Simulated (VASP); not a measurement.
Computed with modified Becke-Johnson potential (mBJ), VASP's PBE PAW potentials (set 64) (plane waves; VASP).

VASP input:

INCAR:
```
LMIXTAU = T
ENCUT = 520   # plane-wave cut-off (eV)
ALGO = Normal
LCHARG = F
LASPH = T   # aspherical one-centre terms
ISIF = 0
METAGGA = MBJ
SIGMA = 0.05   # width (eV)
EDIFF = 1E-6   # SCF stop (eV)
LWAVE = F
LREAL = F   # projection in real space or not
PREC = Accurate
SYSTEM = ZnTe
NELM = 200
LMAXMIX = 4   # l cut-off of mixed one-centre charges
ISMEAR = 0
```

KPOINTS:
```
Automatic mesh
0
Gamma
6 6 6
0 0 0
```

POSCAR:
```
ZnTe
6.1838520
  0.0000000000   0.4999999716   0.4999999716
  0.4999999716   0.0000000000   0.4999999716
  0.4999999716   0.4999999716   0.0000000000
Zn Te
1 1
direct
  0.0000000000   0.0000000000   0.0000000000
  0.2500000000   0.2500000000   0.2500000000
```

File KPOINTS_OPT:
```
k-points along high-symmetry lines
11
Line-mode
Reciprocal
  0.000000   0.000000   0.000000 ! GAMMA
 -0.500000  -0.500000   0.000000 ! X

 -0.500000  -0.500000   0.000000 ! X
 -0.375000  -0.375000   0.250000 ! U

 -0.375000  -0.000000   0.375000 ! K
  0.000000   0.000000   0.000000 ! GAMMA

  0.000000   0.000000   0.000000 ! GAMMA
 -0.000000  -0.000000   0.500000 ! L

 -0.000000  -0.000000   0.500000 ! L
 -0.500000  -0.250000   0.250000 ! W

 -0.500000  -0.250000   0.250000 ! W
 -0.500000  -0.500000   0.000000 ! X
```

POTCAR, in this order: Zn Te (PBE.64 set). Program: vasp_std. Read from the step before: WAVECAR.

What VASP printed:

### OUTCAR
```
 ion  position               nearest neighbor table
   1  0.000  0.000  0.000-   2 2.68   2 2.68   2 2.68   2 2.68
   2  0.250  0.250  0.250-   1 2.68   1 2.68   1 2.68   1 2.68
  LATTYP: Found a face centered cubic cell.
 ALAT       =     6.1838516488
 Subroutine PRICEL returns:
 Original cell was already a primitive cell.
 Subroutine GETGRP returns: Found 24 space group operations
The static configuration has the point symmetry T_d .
The dynamic configuration has the point symmetry T_d .
 Subroutine INISYM returns: Found 24 space group operations
 Subroutine IBZKPT returns following result:
 Found     16 irreducible k-points:

 Following reciprocal coordinates:
            Coordinates               Weight
  0.000000  0.000000  0.000000      1.000000
  0.166667  0.000000  0.000000      8.000000
  0.333333  0.000000  0.000000      8.000000
  0.500000  0.000000  0.000000      4.000000
  0.166667  0.166667  0.000000      6.000000
  0.333333  0.166667  0.000000     24.000000
  0.500000  0.166667  0.000000     24.000000
 -0.333333  0.166667  0.000000     24.000000
 -0.166667  0.166667  0.000000     12.000000
...
```

**OSZICAR**
```
       N       E                     dE             d eps       ncg     rms          rms(c)
DAV:   1     0.423117693500E+03    0.42312E+03   -0.12629E+00   486   0.195E+01    0.218E+00
DAV:   2     0.423176286140E+03    0.58593E-01   -0.10490E+00   431   0.998E+00    0.229E+00
DAV:   3     0.423334746975E+03    0.15846E+00   -0.58602E-02   446   0.241E+00    0.171E+00
DAV:   4     0.423851501864E+03    0.51675E+00   -0.36605E-01   426   0.506E+00    0.694E-01
DAV:   5     0.423777605325E+03   -0.73897E-01   -0.22181E-01   421   0.448E+00    0.348E-01
DAV:   6     0.423944709677E+03    0.16710E+00   -0.30035E-02   416   0.186E+00    0.384E-01
DAV:   7     0.423800107111E+03   -0.14460E+00   -0.22291E-02   416   0.169E+00    0.303E-01
DAV:   8     0.423908728222E+03    0.10862E+00   -0.78755E-03   436   0.101E+00    0.189E-01
DAV:   9     0.423883245048E+03   -0.25483E-01   -0.11192E-03   461   0.424E-01    0.353E-02
DAV:  10     0.423880455784E+03   -0.27893E-02   -0.83647E-05   436   0.113E-01    0.217E-02
DAV:  11     0.423879714796E+03   -0.74099E-03   -0.15026E-04   421   0.131E-01    0.163E-02
DAV:  12     0.423880292706E+03    0.57791E-03   -0.75555E-05   416   0.646E-02    0.491E-03
DAV:  13     0.423880902431E+03    0.60973E-03   -0.38843E-06   496   0.222E-02    0.796E-03
DAV:  14     0.423878349709E+03   -0.25527E-02   -0.45342E-06   441   0.210E-02    0.121E-03
DAV:  15     0.423878768565E+03    0.41886E-03   -0.53313E-07   318   0.908E-03    0.368E-03
DAV:  16     0.423878568148E+03   -0.20042E-03   -0.17472E-07   218   0.344E-03    0.286E-03
DAV:  17     0.423878313899E+03   -0.25425E-03   -0.21034E-08   208   0.163E-03    0.178E-03
DAV:  18     0.423878124178E+03   -0.18972E-03   -0.17434E-08   208   0.166E-03    0.944E-04
DAV:  19     0.423877998280E+03   -0.12590E-03   -0.63363E-09   208   0.886E-04    0.522E-04
DAV:  20     0.423877959981E+03   -0.38299E-04   -0.66757E-09   208   0.897E-04    0.457E-04
DAV:  21     0.423877854787E+03   -0.10519E-03   -0.35977E-09   208   0.100E-03    0.275E-05
DAV:  22     0.423877875682E+03    0.20895E-04   -0.86440E-10   208   0.445E-04    0.113E-04
DAV:  23     0.423877871739E+03   -0.39424E-05   -0.10157E-10   208   0.126E-04    0.695E-05
DAV:  24     0.423877863512E+03   -0.82270E-05   -0.25290E-11   208   0.600E-05    0.381E-05
DAV:  25     0.423877861859E+03   -0.16531E-05   -0.31713E-11   208   0.649E-05    0.291E-05
DAV:  26     0.423877854281E+03   -0.75786E-05   -0.27058E-11   208   0.637E-05    0.516E-06
DAV:  27     0.423877853377E+03   -0.90302E-06   -0.91768E-12   208   0.187E-05
   1 F= 0.42387785E+03 E0= 0.42387785E+03  d E =-.381272E-16
       N       E                     dE             ncg
       N       E                     dE             ncg
       N       E                     dE             ncg
       N       E                     dE             ncg
       N       E                     dE             ncg
```

File OUTCAR:
```
------------------------ aborting loop because EDIFF is reached ----------------------------------------
  volume of cell :       59.12
      direct lattice vectors                 reciprocal lattice vectors
     0.000000000  3.091925824  3.091925824    -0.161711512  0.161711512  0.161711512
     3.091925824  0.000000000  3.091925824     0.161711512 -0.161711512  0.161711512
     3.091925824  3.091925824  0.000000000     0.161711512  0.161711512 -0.161711512
 POSITION                                       TOTAL-FORCE (eV/Angst)
 -----------------------------------------------------------------------------------
      0.00000      0.00000      0.00000         0.000000      0.000000      0.000000
      1.54596      1.54596      1.54596        -0.000000     -0.000000     -0.000000
 -----------------------------------------------------------------------------------
    total drift:                                0.000467      0.000467      0.000467
  FREE ENERGIE OF THE ION-ELECTRON SYSTEM (eV)
  ---------------------------------------------------
  free  energy   TOTEN  =       423.8778533775 eV

  energy  without entropy=      423.8778533775  energy(sigma->0) =      423.87785338

     CMBJ =    1.0000

     CMBJA=   -0.0120

     CMBJB=    1.0230

     CMBJE=    0.5000

    CMBJ =    1.2349
```
(Selected blocks of OUTCAR.)

### OUTCAR
```
 val. band max:        2.8909808422   @ k =   0.0000   0.0000   0.0000

 cond. band min:       5.1674711930   @ k =   0.0000   0.0000   0.0000


 Fermi energy:         3.1643424086

 k-point     1 :       0.0000    0.0000    0.0000
  band No.  band energies     occupation
      1      -8.3630      2.00000
      2      -3.7611      2.00000
      3      -3.7611      2.00000
      4      -3.7605      2.00000
      5      -3.5151      2.00000
      6      -3.5151      2.00000
      7       2.8905      2.00000
      8       2.8905      2.00000
      9       2.8910      2.00000
     10       5.1675      0.00000
     11       7.9224      0.00000
     12       7.9224      0.00000
     13       7.9278      0.00000

 k-point     2 :       0.1667    0.0000    0.0000
  band No.  band energies     occupation
      1      -8.2010      2.00000
      2      -3.7464      2.00000
      3      -3.7460      2.00000
      4      -3.7301      2.00000
      5      -3.5164      2.00000
      6      -3.5163      2.00000
      7       1.3100      2.00000
      8       2.6678      2.00000
      9       2.6686      2.00000
     10       5.9113      0.00000
     11       8.2913      0.00000
     12       8.2956      0.00000
     13       8.3913      0.00000

 k-point     3 :       0.3333    0.0000    0.0000
  band No.  band energies     occupation
      1      -7.8339      2.00000
      2      -3.7196      2.00000
      3      -3.7194      2.00000
      4      -3.5884      2.00000
      5      -3.5158      2.00000
      6      -3.5156      2.00000
      7      -0.6586      2.00000
      8       2.2963      2.00000
      9       2.2977      2.00000
     10       5.7107      0.00000
     11       8.5506      0.00000
     12       8.5534      0.00000
     13      10.5701      0.00000

 k-point     4 :       0.5000    0.0000    0.0000
  band No.  band energies     occupation
      1      -7.6218      2.00000
      2      -3.7080      2.00000
      3      -3.7080      2.00000
...
```

mBJ is a potential without an energy functional, so only the levels count. Unless said otherwise, spin-orbit coupling is left out, though it shifts the bands of the heavy elements here.

The compound is ZnTe in the zinc blende structure. It was relaxed first. The cell's shape comes from a PBE relaxation.
